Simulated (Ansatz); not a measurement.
# SnSe (F-43m) in Ansatz: notebook, part 2 of 2

Ansatz 0.2.0. Earlier steps stand in the parts before.

### 3 Band structure, PBEsol0

Input file input:

```
crystal:
  lattice:
    - [0.0, 3.39084, 3.39084]
    - [3.39084, 0.0, 3.39084]
    - [3.39084, 3.39084, 0.0]
  atoms:
    - { symbol: Sn, position: [0.0, 0.0, 0.0] }
    - { symbol: Se, position: [0.75, 0.75, 0.75] }
hamiltonian:
  xc: { exchange: pbesol, correlation: pbesol, exx: { coeff: 0.25 } }
  pseudopotentials: { kind: paw }
kpoints:
  mp_grid: { grid: [4, 4, 4] }
  band_path:
    path:
      - [[0.0, 0.0, 0.0], [0.5, 0.0, 0.5], [0.5, 0.25, 0.75], [0.375, 0.375, 0.75], [0.0, 0.0, 0.0], [0.5, 0.5, 0.5], [0.625, 0.25, 0.625], [0.5, 0.25, 0.75], [0.5, 0.5, 0.5], [0.375, 0.375, 0.75]]
      - [[0.625, 0.25, 0.625], [0.5, 0.0, 0.5]]
    npoints: 4
scf:
  occupations: { method: fermi_dirac, width: 0.05 }
  n_extra_bands: 6
output:
  forces: true
  stress: true
  eigenvalues: true
  fatbands: false
```

Potentials or basis: Ansatz PAW.

The log of the run:

```text
Warning: output.stress: scf.convergence.dr2_threshold = 1e-7 eV (the SCF's general default) is looser than the 2e-10 eV advised for a printed stress (1e-10 eV for each atom of the cell: 2). What an SCF threshold leaves in a stress goes as its square root, and in the free energy as the threshold itself, and one threshold admits the most on a small cell: of the crystals measured, under no hybrid functional and no lock of the moments, on runs that ended without the residual-converged pass, on stresses that held no estimate of that error, the worst erred by over 100 MPa in a component at 1e-7 eV an atom and by under 5 at 1e-10. Set scf.convergence.dr2_threshold to 2e-10 eV or tighter. The threshold is an SCF's pass mark: one that does not reach it within its budget of iterations ends unconverged, or closes short of it on a stop that the run arms, and scf.convergence.dr2_threshold's page says what that costs each kind of run
Warning: output.stress: scf.exx.energy_threshold = 1e-6 eV is looser than the 2e-8 eV advised for a stress under a hybrid functional (1e-8 eV for each atom of the cell: 2). Every SCF of the exchange loop can meet its threshold on dr2 while the loop round them stops early: no threshold on dr2 bounds what that leaves in the stress. Set scf.exx.energy_threshold to 2e-8 eV or tighter. The threshold is the loop's pass mark: a loop that does not reach it within its budget of cycles ends unconverged, and scf.exx.energy_threshold's page has the law
scf.n_extra_bands = 6 over 15 filled bands (N_el = 30.0): the run solves 21 bands
GPUs: using 1 of 1 available (devices: 1).
Engine: ansatz 0.2.0, x86_64-unknown-linux-gnu
Pseudopotentials: kind: paw
Pseudopotential: Sn, paw, valence charge 14, recommended cutoff 420 eV (normal), Sn.paw.azcp
Pseudopotential: Se, paw, valence charge 16, recommended cutoff 420 eV (normal), Se.paw.azcp
Functional definition: unnamed
  parameter a_1 = 0.25
  exchange = (1 - a_1)*pbe_x(mu = 0.12345679012345678) + a_1*exact_x
  correlation = pbe_c(beta = 0.046)
device memory: the entry about to start is reckoned to put 0.9 GiB on a device that reports 19.0 GiB free (of which the cap on the GPU budget leaves the run 18.0 GiB)
GPU FFT provider: cuFFT
GPU libraries: cuBLAS 13.8.2, cuFFT 12.4.0, cuSOLVER 12.3.4
Crystal: 2 atoms, lattice volume = 77.974 Å³
Basis set: ecut = 420 eV, 1471 PW (Γ), exchange–correlation on 72×72×72 points (8 copies of the dense FFT grid, shifted against one another)
Bands: 21, of which v1, the nominal top of the filled ones, is band 15 counted from 1 (14 counted from 0)
Symmetry: 24 space group operations
Space group: F-43m (ITA 216), of the structure as read, at distance tolerance 4.3e-5 Å
k-points: 8 of 64 (time reversal used)
Non-local potential: Sn, projectors of the file, l = 0: 2, l = 1: 2, l = 2: 2, l = 3: 2
Non-local potential: Se, projectors of the file, l = 0: 2, l = 1: 2, l = 2: 3, l = 3: 1
PAW form: soft (Blöchl's): semilocal exchange-correlation on the pseudo side does not see the compensation charge
PAW frozen core: Sn, regenerated for the run's functional, and the local potential with it (the file was generated under x = pbe(κ = 0.804, μ = 0.2195149727645171), c = pbe(β = 0.06672455060314922))
PAW frozen core: Se, regenerated for the run's functional, and the local potential with it (the file was generated under x = pbe(κ = 0.804, μ = 0.2195149727645171), c = pbe(β = 0.06672455060314922))
[... 70 lines left out ...]
hybrid SCF converged: 3 outer / 15 inner (+9 warm-up), last move |dexx| = 3.51e-6 eV, tail = 2.38e-8 eV
Stability not checked: this state was not tested for a lower state beside it, because the functional holds exact exchange (a hybrid, or Hartree-Fock), whose exchange loop this test does not read (fock_operator; see scf.lower_state_search)
Free energy (F): -11412.602918 eV
Frozen-core exchange: fock
Harris-Foulkes:  -11412.602918 eV  (|F-HF|=3.15e-9)
Internal energy: -11412.602904 eV  (E = F + TS)
E sigma→0 (E₀):  -11412.602911 eV
Entropy (-TS):   -0.000014 eV (-0.007 meV/atom)
Fermi energy:    5.096990 eV
--- Per-component energies (eV) ---
  E_band       = -679.291771
  E_kinetic    = 300.707991
  E_local      = -4174.831418  (includes V_loc(G=0)·N_el)
  E_nonlocal   = -625.098477
  E_hartree    = 2115.525333
  E_xc         = -370.037479
  E_vxc        = -149.751063  (∫ρ·V_xc dr)
  E_exx        = -116.345925  (= α·E_x^exact, valence–valence)
  E_paw        = -5961.111041  (= ΣΔE_a)
  E_vpaw       = -28.681134  (= ΣTr[D̂ρ^β])
  E_aug_tail   = -0.000568  (compensation charges beyond the density's cutoff)
  E_ewald      = -2581.553357
  E_core_change = 0.142036  (= ΣΔE_core)
  E_smearing   = -0.000014  (= −TS)
  E_closure    = 0.000000  (closes the sum)
  Σ components = -11412.602918   (vs F -11412.602918, Δ=1.82e-12)
--- Forces (eV/Å), atoms counted from 1 ---
  atom   1  Sn     0.00000000     0.00000000     0.00000000
  atom   2  Se    -0.00000000     0.00000000     0.00000000
  max |Σ_I F_I| component: 2.41e-16 eV/Å
--- Stress (GPa, compression-positive) ---
       -1.788005      -0.000000      -0.000000
        0.000000      -1.788005       0.000000
       -0.000000       0.000000      -1.788005
  P = ⅓ Tr σ = -1.7880 GPa (-17.880 kbar)
--- Band table (eV; the first three rows and the last of 8) ---
  k-point 0: bands = ["-46.9530", "-46.9530", "-46.9530", "-46.9509", "-46.9509", "-19.5020", "-19.5020", "-19.5020", "-19.4848", "-19.4848", "-10.0580", "-1.3178", "1.9926", "1.9926", "1.9926", "7.1523", "7.1523", "7.1523", "10.3765", "13.3719", "13.3719"]
  k-point 1: bands = ["-46.9530", "-46.9530", "-46.9530", "-46.9509", "-46.9509", "-19.5031", "-19.5003", "-19.5003", "-19.4848", "-19.4848", "-9.8262", "-2.4906", "1.6789", "1.6789", "2.3347", "7.5165", "7.6670", "7.6670", "11.8776", "12.5571", "12.5571"]
  k-point 2: bands = ["-46.9530", "-46.9530", "-46.9530", "-46.9509", "-46.9509", "-19.5045", "-19.4989", "-19.4989", "-19.4846", "-19.4846", "-9.5550", "-3.4094", "1.4231", "1.4231", "2.1835", "7.9547", "7.9547", "9.0853", "11.9728", "13.2009", "13.7462"]
  k-point 7: bands = ["-46.9530", "-46.9530", "-46.9529", "-46.9508", "-46.9508", "-19.5067", "-19.4978", "-19.4952", "-19.4860", "-19.4840", "-9.3703", "-3.6715", "0.3210", "0.4483", "4.6208", "7.2417", "7.8595", "9.6719", "11.1899", "13.4409", "14.6039"]
```

Wall time 44 s (1 × NVIDIA H100 80GB HBM3 with 2 threads of AMD EPYC 7R13 (Zen 3), shared host); peak memory 1.8 GiB.

What came out:

```
Free energy             : -11412.6029 eV
Pressure                : -1.8 GPa
Band gap on the k mesh  : 0.92 eV, indirect (least direct gap 1.67 eV)
Band gap along the path : 0.92 eV, indirect (least direct gap 1.67 eV)
```

Levels at the corners of the path, in eV from the valence-band top:
```tsv
point	band 11	band 12	band 13	band 14	band 15	band 16	band 17	band 18	band 19	band 20
Γ	-14.68	-5.94	-2.63	-2.63	-2.63	2.53	2.53	2.53	5.76	8.75
X	-13.99	-8.33	-3.95	-3.95	-0.75	0.92	5.61	5.61	6.67	8.47
W	-13.99	-8.29	-4.30	-4.17	0.00	2.62	3.24	5.05	6.57	8.82
K	-14.01	-8.27	-4.44	-3.73	-0.55	2.15	4.54	4.86	6.27	8.92
Γ	-14.68	-5.94	-2.63	-2.63	-2.63	2.53	2.53	2.53	5.76	8.75
L	-14.18	-8.03	-3.20	-3.20	-2.44	3.33	3.33	4.46	7.35	8.58
U	-14.01	-8.27	-4.44	-3.73	-0.55	2.15	4.54	4.86	6.27	8.92
W	-13.99	-8.29	-4.30	-4.17	0.00	2.62	3.24	5.05	6.57	8.82
L	-14.18	-8.03	-3.20	-3.20	-2.44	3.33	3.33	4.46	7.35	8.58
K	-14.01	-8.27	-4.44	-3.73	-0.55	2.15	4.54	4.86	6.27	8.92
U	-14.01	-8.27	-4.44	-3.73	-0.55	2.15	4.54	4.86	6.27	8.92
X	-13.99	-8.33	-3.95	-3.95	-0.75	0.92	5.61	5.61	6.67	8.47
```

Caveat: spin-orbit coupling is left out, which moves the levels of the heavy elements; the PAW data sets come from PBE, with cores solved anew for the run's functional, which leaves a small shift of forces and pressure; the thresholds are loose for stress.

### 4 Band structure, B3LYP

input: that of step 3 with these lines changed.

```diff
@@ -9,3 +9,3 @@
 hamiltonian:
-  xc: { exchange: pbesol, correlation: pbesol, exx: { coeff: 0.25 } }
+  xc: b3lyp
   pseudopotentials: { kind: paw }
```

It took 39 s on 1 × NVIDIA H100 80GB HBM3 with 2 threads of AMD EPYC 7R13 (Zen 3), shared host; peak memory 1.8 GiB.

It converged, with:

```
Free energy             : -11518.3948 eV
Pressure                : 1.0 GPa
Band gap on the k mesh  : 0.87 eV, indirect (least direct gap 1.55 eV)
Band gap along the path : 0.87 eV, indirect (least direct gap 1.55 eV)
```

Levels at the corners of the path, in eV from the valence-band top:
| point | band 11 | band 12 | band 13 | band 14 | band 15 | band 16 | band 17 | band 18 | band 19 | band 20 |
| --- | --- | --- | --- | --- | --- | --- | --- | --- | --- | --- |
| Γ | -14.35 | -5.90 | -2.46 | -2.46 | -2.46 | 2.37 | 2.37 | 2.37 | 5.84 | 8.67 |
| X | -13.70 | -8.14 | -3.75 | -3.75 | -0.68 | 0.87 | 5.33 | 5.33 | 6.68 | 8.40 |
| W | -13.70 | -8.11 | -4.07 | -3.96 | 0.00 | 2.45 | 3.16 | 4.88 | 6.52 | 8.69 |
| K | -13.71 | -8.09 | -4.21 | -3.54 | -0.51 | 2.03 | 4.35 | 4.62 | 6.32 | 8.87 |
| Γ | -14.35 | -5.90 | -2.46 | -2.46 | -2.46 | 2.37 | 2.37 | 2.37 | 5.84 | 8.67 |
| L | -13.87 | -7.84 | -3.02 | -3.02 | -2.33 | 3.17 | 3.17 | 4.27 | 7.43 | 8.55 |
| U | -13.71 | -8.09 | -4.21 | -3.54 | -0.51 | 2.03 | 4.35 | 4.62 | 6.32 | 8.87 |
| W | -13.70 | -8.11 | -4.07 | -3.96 | 0.00 | 2.45 | 3.16 | 4.88 | 6.52 | 8.69 |
| L | -13.87 | -7.84 | -3.02 | -3.02 | -2.33 | 3.17 | 3.17 | 4.27 | 7.43 | 8.55 |
| K | -13.71 | -8.09 | -4.21 | -3.54 | -0.51 | 2.03 | 4.35 | 4.62 | 6.32 | 8.87 |
| U | -13.71 | -8.09 | -4.21 | -3.54 | -0.51 | 2.03 | 4.35 | 4.62 | 6.32 | 8.87 |
| X | -13.70 | -8.14 | -3.75 | -3.75 | -0.68 | 0.87 | 5.33 | 5.33 | 6.68 | 8.40 |

Caveat: spin-orbit coupling is left out, which moves the levels of the heavy elements; the PAW data sets come from PBE, with cores solved anew for the run's functional, which leaves a small shift of forces and pressure; the thresholds are loose for stress.

### 5 The runs side by side

| level | gap on the mesh (eV) | pressure (GPa) |
| --- | --- | --- |
| PBE0 | 0.99 | -0.6 |
| PBEsol0 | 0.92 | -1.8 |
| B3LYP | 0.87 | 1.0 |

Alike in all rows: task band structure; potentials or basis Ansatz PAW; no spin polarisation; cell as given; k mesh 4 × 4 × 4; cutoff (eV) 420; smearing fermi-dirac 0.05 eV.

On the cell as given the gap runs from 0.87 eV (B3LYP) to 0.99 eV (PBE0). The pressure there spans -1.8 GPa (PBEsol0) to 1.0 GPa (B3LYP); a positive pressure means that this level wants a larger cell, a negative one a smaller.

Caveats: spin-orbit coupling is left out, which moves the levels of the heavy elements; the PAW data sets come from PBE, with cores solved anew for the run's functional, which leaves a small shift of forces and pressure; the thresholds are loose for stress.

Absolute energies hang on the potentials; compare differences alone.
